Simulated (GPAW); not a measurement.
# PbS (Galena) (Fm-3m) in GPAW: a series of runs

One crystal, PbS (Galena), is run at these levels: PBE; tasks: dielectric tensor.

Program: GPAW 26.7.0. These are calculated values, not measurements. Logs are shortened: lines on timing, memory, paths and dates and some standing lists are left out, and cuts for length are marked. The log counts tension as positive stress, the text compression.

**The experiment to reproduce.**

From a printed reference work, monograph, for a bulk crystal of PbS at 300 K: high-frequency dielectric constant 17.2.

The results are compared with them further down.

## (1) The crystal as given

Symmetry: Fm-3m, No. 225, cubic system. Conventional cell: a = 5.971 Å, b = 5.971 Å, c = 5.971 Å, α = 90.00°, β = 90.00°, γ = 90.00°. Pb (site symmetry m-3m) has 6 S at 2.99 Å as nearest neighbours. S (site symmetry m-3m) has 6 Pb at 2.99 Å as nearest neighbours.

## (2) Dielectric tensor, PBE

run.py

```python
import numpy as np
from ase import Atoms
from ase.dft.bandgap import bandgap
from ase.io import write
from gpaw import GPAW, PW
from gpaw.response.df import DielectricFunction

atoms = Atoms(['Pb', 'S'],
              cell=[[0.0, 2.9853913009, 2.9853913009],
                    [2.9853913009, 0.0, 2.9853913009],
                    [2.9853913009, 2.9853913009, 0.0]],
              scaled_positions=[[0.0, 0.0, 0.0],
                                [0.5, 0.5, 0.5]],
              pbc=True)

calc = GPAW(mode=PW(500),
            xc='PBE',
            kpts={'size': (6, 6, 6), 'gamma': True},
            occupations={'name': 'fermi-dirac', 'width': 0.001},
            nbands=19,
            convergence={'density': 1e-06},
            maxiter=150,
            txt='gpaw.txt')
atoms.calc = calc
energy = atoms.get_potential_energy()
calc.write('gs.gpw')
write('result.traj', atoms)
print(f'Energy: {energy:.6f} eV')
print('Fermi level:', round(calc.get_fermi_level(), 4), 'eV')
print(f'Gap: {bandgap(calc)[0]:.4f} eV, direct: {bandgap(calc, direct=True)[0]:.4f} eV')

for size in [(20, 20, 20)]:
    name = 'x'.join(str(n) for n in size)
    dense = calc.fixed_density(kpts={'size': size, 'gamma': True},
                               nbands=36, convergence={'bands': 30, 'eigenstates': 1e-7},
                               update_fermi_level=True, txt=f'dense-{name}.txt')
    dense.write(f'{name}.gpw', mode='all')
    df = DielectricFunction(f'{name}.gpw', frequencies=np.array([0.0]), hilbert=False, eta=0.001,
                            ecut=80, nbands=30, intraband=False, txt=f'df-{name}.txt')
    for xc in ['RPA']:
        for direction in ['x', 'y', 'z', [0, 1, 1], [1, 0, 1], [1, 1, 0]]:
            e0, e = df.get_macroscopic_dielectric_constant(xc=xc, direction=direction)
            print(f'{name} {xc} {direction}: {e0:.4f} without, {e:.4f} with local fields')
```

Potentials or basis: GPAW PAW data sets (gpaw-data 1.2.1), pw.

The run is started by

```
> OMP_NUM_THREADS=1 python run.py
```

gpaw.txt:

```text
__  _  _
 | _ |_)|_||  |
 |__||  | ||/\| - 26.7.0

Input parameters:
  mode=PW(ecut=500.0),
  convergence={'density': 1e-06},
  kpts=MonkhorstPack(size=(6, 6, 6), gamma=True),
  maxiter=150,
  nbands=19,
  occupations=Occupations(name='fermi-dirac', width=0.001),
  xc=XC(name='PBE')

Diagonalizing LCAO Hamiltonian
Converting LCAO to pw mode

                S

       Pb

Atoms  # Å, Bohr magnetons
|   | symbol |        x |        y |        z |    initial magnetic moments |
|---|--------|----------|----------|----------|-----------------------------|
| 0 |     Pb | 0.000000 | 0.000000 | 0.000000 | ( 0.0000,  0.0000,  0.0000) |
| 1 |      S | 2.985391 | 2.985391 | 2.985391 | ( 0.0000,  0.0000,  0.0000) |

Unit cell  # Å
| periodic |        x |        y |        z |  lengths |    angles |
|----------|----------|----------|----------|----------|-----------|
|      yes | 0.000000 | 2.985391 | 2.985391 | 4.221981 | 60.000000 |
|      yes | 2.985391 | 0.000000 | 2.985391 | 4.221981 | 60.000000 |
|      yes | 2.985391 | 2.985391 | 0.000000 | 4.221981 | 60.000000 |

Number of symmetries: 48
Symmetry operations  # r_c * U_cc + t_c -> r_c
|    | kind |            matrix            |
|----|------|------------------------------|
|  0 |  σ   |  1, 0, 0,  1, 0,-1,  1,-1, 0 |
|  1 |  C2  |  1, 0, 0,  1,-1, 0,  1, 0,-1 |
|  2 |  E   |  1, 0, 0,  0, 1, 0,  0, 0, 1 |
|  3 |  σ   |  1, 0, 0,  0, 0, 1,  0, 1, 0 |
|  4 |  C4  |  1, 0,-1,  1, 0, 0,  1,-1, 0 |
|  5 |  S6  |  1, 0,-1,  1,-1, 0,  1, 0, 0 |
|  6 |  σ   |  1, 0,-1,  0, 1,-1,  0, 0,-1 |
|  7 |  C3  |  1, 0,-1,  0, 0,-1,  0, 1,-1 |
|  8 |  S6  |  1,-1, 0,  1, 0, 0,  1, 0,-1 |
|  9 |  C4  |  1,-1, 0,  1, 0,-1,  1, 0, 0 |
| 10 |  C3  |  1,-1, 0,  0,-1, 1,  0,-1, 0 |
| 11 |  σ   |  1,-1, 0,  0,-1, 0,  0,-1, 1 |
| 12 |  σ   |  0, 1, 0,  1, 0, 0,  0, 0, 1 |
| 13 |  C4  |  0, 1, 0,  0, 1,-1, -1, 1, 0 |
| 14 |  C3  |  0, 1, 0,  0, 0, 1,  1, 0, 0 |
| 15 |  S6  |  0, 1, 0, -1, 1, 0,  0, 1,-1 |
| 16 |  C2  |  0, 1,-1,  1, 0,-1,  0, 0,-1 |
| 17 |  σ   |  0, 1,-1,  0, 1, 0, -1, 1, 0 |
| 18 |  S4  |  0, 1,-1,  0, 0,-1,  1, 0,-1 |
| 19 |  C4  |  0, 1,-1, -1, 1, 0,  0, 1, 0 |
| 20 |  C3  |  0, 0, 1,  1, 0, 0,  0, 1, 0 |
| 21 |  σ   |  0, 0, 1,  0, 1, 0,  1, 0, 0 |
| 22 |  S6  |  0, 0, 1,  0,-1, 1, -1, 0, 1 |
| 23 |  C4  |  0, 0, 1, -1, 0, 1,  0,-1, 1 |
| 24 |  S4  |  0, 0,-1,  1, 0,-1,  0, 1,-1 |
| 25 |  C3  |  0, 0,-1,  0, 1,-1,  1, 0,-1 |
| 26 |  C2  |  0, 0,-1,  0,-1, 0, -1, 0, 0 |
| 27 |  S6  |  0, 0,-1, -1, 0, 0,  0,-1, 0 |
| 28 |  S4  |  0,-1, 1,  1,-1, 0,  0,-1, 0 |
| 29 |  C4  |  0,-1, 1,  0, 0, 1, -1, 0, 1 |
| 30 |  C2  |  0,-1, 1,  0,-1, 0,  1,-1, 0 |
| 31 |  σ   |  0,-1, 1, -1, 0, 1,  0, 0, 1 |
| 32 |  C3  |  0,-1, 0,  1,-1, 0,  0,-1, 1 |
| 33 |  S6  |  0,-1, 0,  0, 0,-1, -1, 0, 0 |
| 34 |  S4  |  0,-1, 0,  0,-1, 1,  1,-1, 0 |
| 35 |  C2  |  0,-1, 0, -1, 0, 0,  0, 0,-1 |
| 36 |  C2  | -1, 1, 0,  0, 1, 0,  0, 1,-1 |
| 37 |  S6  | -1, 1, 0,  0, 1,-1,  0, 1, 0 |
| 38 |  S4  | -1, 1, 0, -1, 0, 1, -1, 0, 0 |
| 39 |  C3  | -1, 1, 0, -1, 0, 0, -1, 0, 1 |
| 40 |  S6  | -1, 0, 1,  0, 0, 1,  0,-1, 1 |
| 41 |  C2  | -1, 0, 1,  0,-1, 1,  0, 0, 1 |
| 42 |  C3  | -1, 0, 1, -1, 1, 0, -1, 0, 0 |
| 43 |  S4  | -1, 0, 1, -1, 0, 0, -1, 1, 0 |
| 44 |  C2  | -1, 0, 0,  0, 0,-1,  0,-1, 0 |
| 45 |  i   | -1, 0, 0,  0,-1, 0,  0, 0,-1 |
| 46 |  σ   | -1, 0, 0, -1, 1, 0, -1, 0, 1 |
| 47 |  C2  | -1, 0, 0, -1, 0, 1, -1, 1, 0 |

BZ-sampling:
  Number of BZ points: 216
  Number of IBZ points: 16

  Monkhorst-Pack size: [6, 6, 6]
  Monkhorst-Pack shift: [0.08333333333333333, 0.08333333333333333, 0.08333333333333333]

K-points  # in reciprocal-cell coordinates
|     |                                coordinates |     weight |
|-----|--------------------------------------------|------------|
|   0 | (  0.00000000,   0.00000000,   0.00000000) | 0.00462963 |
|   1 | (  0.16666667,   0.16666667,   0.00000000) | 0.02777778 |
|   2 | (  0.16666667,   0.16666667,   0.16666667) | 0.03703704 |
|   3 | (  0.33333333,   0.16666667,   0.16666667) | 0.05555556 |
|   4 | (  0.33333333,   0.33333333,  -0.33333333) | 0.05555556 |
|   5 | (  0.33333333,   0.33333333,   0.00000000) | 0.02777778 |
|   6 | (  0.33333333,   0.33333333,   0.16666667) | 0.11111111 |
|   7 | (  0.33333333,   0.33333333,   0.33333333) | 0.03703704 |
|   8 | (  0.50000000,   0.33333333,  -0.33333333) | 0.11111111 |
|   9 | (  0.50000000,   0.33333333,  -0.16666667) | 0.05555556 |
| ... |                                            |            |
|  15 | (  0.50000000,   0.50000000,   0.50000000) | 0.01851852 |

Plane wave coefficients: 1363
Cutoff: 500.0 eV

Spin-components: 1 (collinear spins)
Bands:           19
Projectors:      11
Spin-degeneracy: 2
Datatype:        complex128

Parallelization:
  kpt:    1
  domain: 1
  band:   1

Density:
  Valence electrons: 20.0
  Components: 1
  Grid points: [24 24 24]
  Charge: 0.0  # |e|

Potential:
  Grid points: [24 24 24]

species:
  Pb:
    name:    Lead
    Z:       82.0
    valence: 14
    core:    68
    charge:  0.0  # [|e|]
    compensation charges:
      type: gauss
      rc: 0.38  # [Å]
      lmax: 2
    cutoffs:
      filter: 2.36  # [Å]
      core: 2.43  # [Å]
    projectors
    | kind |    occ | energy [eV] | rcut [Å] |
    |------|--------|-------------|----------|
    |   6s |  2.000 |     -11.969 |    1.259 |
    |   6p |  2.000 |      -3.506 |    1.275 |
    |   5d | 10.000 |     -21.211 |    1.217 |
    |    s |        |      15.243 |    1.259 |
    |    p |        |      23.705 |    1.275 |
    |    d |        |       6.001 |    1.217 |

    Using partial waves for Pb as LCAO basis

  S:
    name:    Sulfur
    Z:       16.0
    valence: 6
    core:    10
    charge:  0.0  # [|e|]
    compensation charges:
      type: gauss
      rc: 0.24  # [Å]
      lmax: 2
    cutoffs:
      filter: 1.77  # [Å]
      core: 1.66  # [Å]
    projectors
    | kind |    occ | energy [eV] | rcut [Å] |
    |------|--------|-------------|----------|
    |   3s |  2.000 |     -17.254 |    0.974 |
    |   3p |  4.000 |      -7.008 |    0.979 |
    |    s |        |       9.957 |    0.974 |
    |    p |        |      20.203 |    0.979 |
    |    d |        |       0.000 |    0.900 |

    Using partial waves for S as LCAO basis

Reference energy: -578132.083262  # eV

eigensolver:
  PPCG
  Converge bands: occupied
  niter=2

density mixing:
  MSR1-Mixer
  Pratt-step length: 0.05
  Maximum mixing coefficient: 0.75
  Old densities: 10
  SVD Regularization: 0.005
  Good broyden scale: 1.0
  Trust region scale: 1.0
  Backstep threshold: 4.0
  History deletion threshold: 6.0
  Fourier metric: weight=20.0, sigma=0.015

occupation numbers:
  Fermi-Dirac:
    width: 0.0010  # eV

poisson solver:
  ecut: 4000.0  # eV

xc functional:
  name: PBE with 2 nearest neighbor stencil

convergence criteria:
- Maximum integral of absolute [dens]ity change: 1e-06 electrons / valence electron
- Maximum [total energy] change in last 3 cyles: 0.0005 eV / valence electron
- Maximum integral of absolute [eigenst]ate change: 4e-08 eV^2 / valence electron
maximum number of iterations: 150

SCF iterations
|iter     | |      energy | eigst |  dens |
|---------|-|-------------|-------|-------|
|iter:   1| |   -9.423988 | -0.21 |       |
|iter:   2| |   -9.310145 | -1.98 | -1.15 |
|iter:   3| |   -8.971958 | -1.64 | -1.20 |
|iter:   4| |   -8.974032 | -3.77 | -1.80 |
|iter:   5| |   -8.975138c| -4.24 | -2.15 |
|iter:   6| |   -8.975176c| -5.57 | -3.14 |
|iter:   7| |   -8.975182c| -6.59 | -3.60 |
|iter:   8| |   -8.975182c| -7.59c| -4.44 |
|iter:   9| |   -8.975182c| -7.57c| -5.18 |
|iter:  10| |   -8.975182c| -8.65c| -5.56 |
|iter:  11| |   -8.975182c| -9.08c| -6.47c|

Converged in 11 steps
Energy contributions relative to reference atoms: (reference = -578132.083262)

Energy contributions:
  Kinetic:          17.208537
  Coulomb:         -17.843839
  Zero:              0.023325
  External:          0.000000
  Xc:               -8.363205
  Entropy:          -0.000000
  Spinorbit:         0.000000
  ----------------------------
  Free energy:      -8.975182
  Extrapolated:     -8.975182

dipole moment: (-25.237933, -25.237933, -25.237933)  # |e|*Ang

Fermi level: 6.071
Eigenvalues  # (at kpt = [0.000, 0.000, 0.000])
| band index |      eig [eV] | occ [0-2] |
|------------|---------------|-----------|
|          0 |       -10.815 |     2.000 |
|        ... |               |           |
|          2 |       -10.815 |     2.000 |
|          3 |       -10.805 |     2.000 |
|          4 |       -10.805 |     2.000 |
|          5 |        -7.448 |     2.000 |
|          6 |        -0.043 |     2.000 |
|          7 |         3.881 |     2.000 |
[... 9 lines left out ...]
|         17 |        15.027 |     0.000 |
|         18 |        15.028 |     0.000 |

Gap: 0.383 eV
Transition (v -> c):
  (s=0, k=15, n=9, [0.50, 0.50, 0.50]) -> (s=0, k=15, n=10, [0.50, 0.50, 0.50])
No difference between direct/indirect transitions
# Writing to gs.gpw (mode='')
```

Wall time 5.7 min (1 thread of Arm Neoverse V1, shared host); peak memory 0.58 GiB.

Results:

| Quantity | Value |
| --- | --- |
| Free energy | -8.9752 eV |
| Band gap on the k mesh | 0.38 eV, direct |
| Electronic dielectric tensor (diagonal) | 16.22 |

Electronic dielectric tensor:
```
16.22  0.00  0.00
 0.00 16.22  0.00
 0.00  0.00 16.22
```

Caveat: the gap is small at this level, which inflates the dielectric constant; the long-wavelength limit can be off by a per cent or two; spin-orbit coupling is left out, which as a rule narrows the gap of such compounds by several tenths of an eV.

## (3) Dielectric tensor, PBE

This run uses another cell than the first one, of 27.13 Å³/atom, 1.020 times its volume.

run.py: that of step 2 with these lines changed.

```diff
@@ -8,5 +8,5 @@
 atoms = Atoms(['Pb', 'S'],
-              cell=[[0.0, 2.9853913009, 2.9853913009],
-                    [2.9853913009, 0.0, 2.9853913009],
-                    [2.9853913009, 2.9853913009, 0.0]],
+              cell=[[0.0, 3.0047775019, 3.0047775019],
+                    [3.0047775019, 0.0, 3.0047775019],
+                    [3.0047775019, 3.0047775019, 0.0]],
               scaled_positions=[[0.0, 0.0, 0.0],
```

Potentials or basis: GPAW PAW data sets (gpaw-data 1.2.1), pw.

The run is started by

```
> OMP_NUM_THREADS=1 python run.py
```

gpaw.txt:

```text
__  _  _
 | _ |_)|_||  |
 |__||  | ||/\| - 26.7.0

Input parameters:
  mode=PW(ecut=500.0),
  convergence={'density': 1e-06},
  kpts=MonkhorstPack(size=(6, 6, 6), gamma=True),
  maxiter=150,
  nbands=19,
  occupations=Occupations(name='fermi-dirac', width=0.001),
  xc=XC(name='PBE')

Diagonalizing LCAO Hamiltonian
Converting LCAO to pw mode

                S

       Pb

Atoms  # Å, Bohr magnetons
|   | symbol |        x |        y |        z |    initial magnetic moments |
|---|--------|----------|----------|----------|-----------------------------|
| 0 |     Pb | 0.000000 | 0.000000 | 0.000000 | ( 0.0000,  0.0000,  0.0000) |
| 1 |      S | 3.004778 | 3.004778 | 3.004778 | ( 0.0000,  0.0000,  0.0000) |

Unit cell  # Å
| periodic |        x |        y |        z |  lengths |    angles |
|----------|----------|----------|----------|----------|-----------|
|      yes | 0.000000 | 3.004778 | 3.004778 | 4.249397 | 60.000000 |
|      yes | 3.004778 | 0.000000 | 3.004778 | 4.249397 | 60.000000 |
|      yes | 3.004778 | 3.004778 | 0.000000 | 4.249397 | 60.000000 |

Number of symmetries: 48
Symmetry operations  # r_c * U_cc + t_c -> r_c
|    | kind |            matrix            |
|----|------|------------------------------|
|  0 |  σ   |  1, 0, 0,  1, 0,-1,  1,-1, 0 |
|  1 |  C2  |  1, 0, 0,  1,-1, 0,  1, 0,-1 |
|  2 |  E   |  1, 0, 0,  0, 1, 0,  0, 0, 1 |
|  3 |  σ   |  1, 0, 0,  0, 0, 1,  0, 1, 0 |
[... 148 lines left out ...]
density mixing:
  MSR1-Mixer
  Pratt-step length: 0.05
  Maximum mixing coefficient: 0.75
  Old densities: 10
  SVD Regularization: 0.005
  Good broyden scale: 1.0
  Trust region scale: 1.0
  Backstep threshold: 4.0
  History deletion threshold: 6.0
  Fourier metric: weight=20.0, sigma=0.015

occupation numbers:
  Fermi-Dirac:
    width: 0.0010  # eV

poisson solver:
  ecut: 4000.0  # eV

xc functional:
  name: PBE with 2 nearest neighbor stencil

convergence criteria:
- Maximum integral of absolute [dens]ity change: 1e-06 electrons / valence electron
- Maximum [total energy] change in last 3 cyles: 0.0005 eV / valence electron
- Maximum integral of absolute [eigenst]ate change: 4e-08 eV^2 / valence electron
maximum number of iterations: 150

SCF iterations
|iter     | |      energy | eigst |  dens |
|---------|-|-------------|-------|-------|
|iter:   1| |   -9.444301 | -0.23 |       |
|iter:   2| |   -9.324753 | -2.03 | -1.14 |
|iter:   3| |   -8.973956 | -1.64 | -1.19 |
|iter:   4| |   -8.976020 | -3.76 | -1.79 |
|iter:   5| |   -8.977160c| -4.23 | -2.13 |
|iter:   6| |   -8.977198c| -5.55 | -3.12 |
|iter:   7| |   -8.977205c| -6.54 | -3.57 |
|iter:   8| |   -8.977205c| -7.55c| -4.44 |
|iter:   9| |   -8.977205c| -7.52c| -5.16 |
|iter:  10| |   -8.977205c| -8.61c| -5.53 |
|iter:  11| |   -8.977205c| -9.15c| -6.41c|

Converged in 11 steps
Energy contributions relative to reference atoms: (reference = -578132.083262)

Energy contributions:
  Kinetic:          15.857984
  Coulomb:         -16.764855
  Zero:              0.023745
  External:          0.000000
  Xc:               -8.094080
  Entropy:          -0.000000
  Spinorbit:         0.000000
  ----------------------------
  Free energy:      -8.977205
  Extrapolated:     -8.977205

dipole moment: (-25.398062, -25.398062, -25.398062)  # |e|*Ang

Fermi level: 5.815
Eigenvalues  # (at kpt = [0.000, 0.000, 0.000])
| band index |      eig [eV] | occ [0-2] |
|------------|---------------|-----------|
|          0 |       -11.043 |     2.000 |
|        ... |               |           |
|          2 |       -11.043 |     2.000 |
|          3 |       -11.033 |     2.000 |
|          4 |       -11.033 |     2.000 |
|          5 |        -7.535 |     2.000 |
|          6 |        -0.333 |     2.000 |
|          7 |         3.719 |     2.000 |
[... 9 lines left out ...]
|         17 |        14.781 |     0.000 |
|         18 |        14.808 |     0.000 |

Gap: 0.449 eV
Transition (v -> c):
  (s=0, k=15, n=9, [0.50, 0.50, 0.50]) -> (s=0, k=15, n=10, [0.50, 0.50, 0.50])
No difference between direct/indirect transitions
# Writing to gs.gpw (mode='')
```

stdout:

```text
Energy: -8.977205 eV
Fermi level: 5.8147 eV
Gap: 0.4492 eV, direct: 0.4492 eV
20x20x20 RPA x: 16.8966 without, 15.4855 with local fields
20x20x20 RPA y: 16.8966 without, 15.4855 with local fields
20x20x20 RPA z: 16.8966 without, 15.4855 with local fields
20x20x20 RPA [0, 1, 1]: 16.8966 without, 15.4855 with local fields
20x20x20 RPA [1, 0, 1]: 16.8966 without, 15.4855 with local fields
20x20x20 RPA [1, 1, 0]: 16.8966 without, 15.4855 with local fields
```

df-20x20x20.txt:

```text
FrequencyGridDescriptor(from 0.000 to 0.000 eV, 1 points)
FrequencyGridDescriptor(from 0.000 to 0.000 eV, 1 points)

Calculating chi0 body with:
    Ground state adapter containing:
    Number of spins: 1
    Number of kpoints: 8000
    Number of irreducible kpoints: 256
    Number of completely occupied states: 10
    Number of partially occupied states: 10

    Linear response parametrization:
    q_c: [0.0, 0.0, 0.0]
    Number of frequency points: 1
    Planewave cutoff: 80.0
    Number of bands: 30
    Number of planewaves: 89
    Broadening (eta): 0.001

Integrating chi0 body.

Symmetries of q_c:
    Direct symmetries (Uq -> q): 48
    Indirect symmetries (TUq -> q): 0
In total 48 allowed symmetries.

Integral kind: response function

Calculating chi0 optical extensions with:
    Ground state adapter containing:
    Number of spins: 1
    Number of kpoints: 8000
    Number of irreducible kpoints: 256
    Number of completely occupied states: 10
    Number of partially occupied states: 10

    Linear response parametrization:
    Number of frequency points: 1
    Planewave cutoff: 80.0
    Number of bands: 30
    Number of planewaves: 89
    Broadening (eta): 0.001
Integrating chi0 head and wings.

Symmetries of q_c:
    Direct symmetries (Uq -> q): 48
    Indirect symmetries (TUq -> q): 0
In total 48 allowed symmetries.

Integral kind: response function wings

Finished calculating chi0
```

Wall time 5.5 min (1 thread of Arm Neoverse V1, shared host); peak memory 0.59 GiB.

Results:

- Free energy: -8.9772 eV
- Band gap on the k mesh: 0.45 eV, direct
- Electronic dielectric tensor (diagonal): 15.49

Electronic dielectric tensor:
```
15.49  0.00  0.00
 0.00 15.49  0.00
 0.00  0.00 15.49
```

Caveat: the gap is small at this level, which inflates the dielectric constant; the long-wavelength limit can be off by a per cent or two; spin-orbit coupling is left out, which as a rule narrows the gap of such compounds by several tenths of an eV.

[end of part 1 of 2]
